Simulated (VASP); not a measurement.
# Hf₁₂O, harmonic vibrations of an adsorbate: which settings are enough?

Hf₁₂O, slab, 13 atoms in the cell. PBE, harmonic vibrations; PAW potentials Hf_pv, O (PBE set). VASP 6.6.1.

Wanted: frequencies followed through the series within 15 cm⁻¹.

Atoms left free: the adsorbate.

The series start from Electronic threshold EDIFF (eV): 1e-6; Force threshold of the relaxation (eV/Å): -0.02; Displacement POTIM (Å): 0.015; Displacements per direction (NFREE): 2. Each series keeps the choices made before it, and each single choice may use up half of a tolerance. Times cover all steps of a run.

## Electronic threshold EDIFF (eV)

| Electronic threshold EDIFF (eV) | Frequencies followed through the series, largest deviation (cm⁻¹) | Time (s) |
|---|---|---|
| 0.0001 | 10 | 753 |
| 1e-5 | 1 | 773 |
| 1e-6 | 1 | 796 |
| 1e-7 (reference) | 0 | 846 |

Chosen: 1e-5, the loosest value from which every tighter one stays within half of the tolerance.

## Force threshold of the relaxation (eV/Å)

| Force threshold of the relaxation (eV/Å) | Frequencies followed through the series, largest deviation (cm⁻¹) | Time (s) |
|---|---|---|
| -0.1 | 4 | 701 |
| -0.05 | 3 | 741 |
| -0.02 | 1 | 773 |
| -0.01 (reference) | 0 | 718 |

Chosen: -0.1.

## Displacement POTIM (Å)

| Displacement POTIM (Å) | Frequencies followed through the series, largest deviation (cm⁻¹) | Time (s) |
|---|---|---|
| 0.015 | 0 | 701 |
| 0.005 | 3 | 690 |
| 0.04 | 2 | 732 |

Chosen: 0.015; no other choice that stays within half of the tolerance saves 30 % of the time.

## Displacements per direction (NFREE)

| Displacements per direction (NFREE) | Frequencies followed through the series, largest deviation (cm⁻¹) | Time (s) |
|---|---|---|
| 1 | 6 | 663 |
| 2 | 2 | 701 |
| 4 (reference) | 0 | 814 |

Chosen: 1.

## All choices together

| Input | Frequencies followed through the series, largest deviation (cm⁻¹) | Time (s) |
|---|---|---|
| program defaults (naive) | 7 | 751 |
| chosen settings | 7 | 663 |
| reference settings throughout | 0 | 963 |

The tolerance is met.

Values of the reference run: Frequencies followed through the series: 427.3, 427.2, 425.5 cm⁻¹.

## The input

INCAR.step1:
```
SYSTEM = Hf12O
ALGO     = Normal         ! electronic algorithm
EDIFF    = 1E-7           ! SCF threshold, eV
EDIFFG   = -0.1           ! ionic threshold
ENCUT    = 400            ! plane-wave cutoff, eV
IBRION   = 2              ! ionic algorithm
ISIF     = 2              ! what is computed and relaxed
ISMEAR   = 1              ! smearing method
KPAR     = 2            
LASPH    = .True.         ! aspherical terms in the spheres
LCHARG   = .False.        ! write CHGCAR
LREAL    = .False.        ! projectors in reciprocal space
LWAVE    = .False.        ! write WAVECAR
NELM     = 100            ! most SCF steps
NSW      = 100            ! ionic steps
POTIM    = 0.5            ! step
PREC     = Accurate       ! precision mode
SIGMA    = 0.1            ! smearing width, eV
```

INCAR.step2, as INCAR.step1 but for:
```
- EDIFF = 1E-7
- EDIFFG = -0.1
- IBRION = 2
- ISIF = 2
- NSW = 100
- POTIM = 0.5
+ EDIFF = 1E-5
+ IBRION = 5
+ NFREE = 1
+ NSW = 1
+ POTIM = 0.015
```

KPOINTS:
```
k-points
0
Gamma
  3 3 1
```

POSCAR.step1:
```
Hf12O
1.0
    6.3934000000      0.0000000000      0.0000000000
    3.1967000000      5.5368468166      0.0000000000
    0.0000000000      0.0000000000     20.2278000000
Hf O
12 1
Selective dynamics
Direct
    0.0000000000      0.0000000000      0.2966214813  F F F
    0.5000000000      0.0000000000      0.2966214813  F F F
    0.0000000000      0.5000000000      0.2966214813  F F F
    0.5000000000      0.5000000000      0.2966214813  F F F
   -0.1666666667      0.3333333333      0.4216424920  T T T
    0.3333333333      0.3333333333      0.4216424920  T T T
   -0.1666666667      0.8333333333      0.4216424920  T T T
    0.3333333333      0.8333333333      0.4216424920  T T T
    0.0000000000      0.0000000000      0.5466635027  T T T
    0.5000000000      0.0000000000      0.5466635027  T T T
    0.0000000000      0.5000000000      0.5466635027  T T T
    0.5000000000      0.5000000000      0.5466635027  T T T
    0.1666666667      0.1666666667      0.6232796032  T T T
```

POSCAR.step2:
```
Hf12O
1.0
    6.3934000000      0.0000000000      0.0000000000
    3.1967000000      5.5368468166      0.0000000000
    0.0000000000      0.0000000000     20.2278000000
Hf O
12 1
Selective dynamics
Direct
    0.0000000000      0.0000000000      0.2966214813  F F F
    0.5000000000      0.0000000000      0.2966214813  F F F
    0.0000000000      0.5000000000      0.2966214813  F F F
    0.5000000000      0.5000000000      0.2966214813  F F F
    0.8361845055      0.3319077472      0.4144576403  F F F
    0.3319077472      0.3319077472      0.4144576403  F F F
    0.8333333333      0.8333333333      0.4172328747  F F F
    0.3319077472      0.8361845055      0.4144576403  F F F
    0.0008230569      0.0008230569      0.5429726608  F F F
    0.4983538862      0.0008230569      0.5429726608  F F F
    0.0008230569      0.4983538862      0.5429726608  F F F
    0.5000000000      0.5000000000      0.5320008420  F F F
    0.1666666667      0.1666666667      0.5887821556  T T T
```

Commands (each step's output is kept before the next begins):
```
cat potpaw_PBE.64/Hf_pv/POTCAR potpaw_PBE.64/O/POTCAR > POTCAR
cp INCAR.step1 INCAR
cp POSCAR.step1 POSCAR
mpirun -np 8 vasp_std > vasp.out
# POSCAR: the relaxed cell, only the named atoms free
cp INCAR.step2 INCAR
cp POSCAR.step2 POSCAR
mpirun -np 8 vasp_std > vasp.out
```

The naive input happens to agree within the tolerance here, in 751 s.

Limits: the slab is thin and the surface cell small, so the value carries both errors.

The chosen input took VASP 6.6.1 663 s on 8 cores (Intel Xeon 6975P-C (Granite Rapids)), a shared host.

## An input that fails: forces noisier than the displacements they should show

It runs to its end, but against the unchanged starting input it is off by 46 cm⁻¹ in the frequencies followed through the series.

Changes against the starting input:
```
(step 2)
- EDIFF = 1e-06
+ EDIFF = 0.01
```
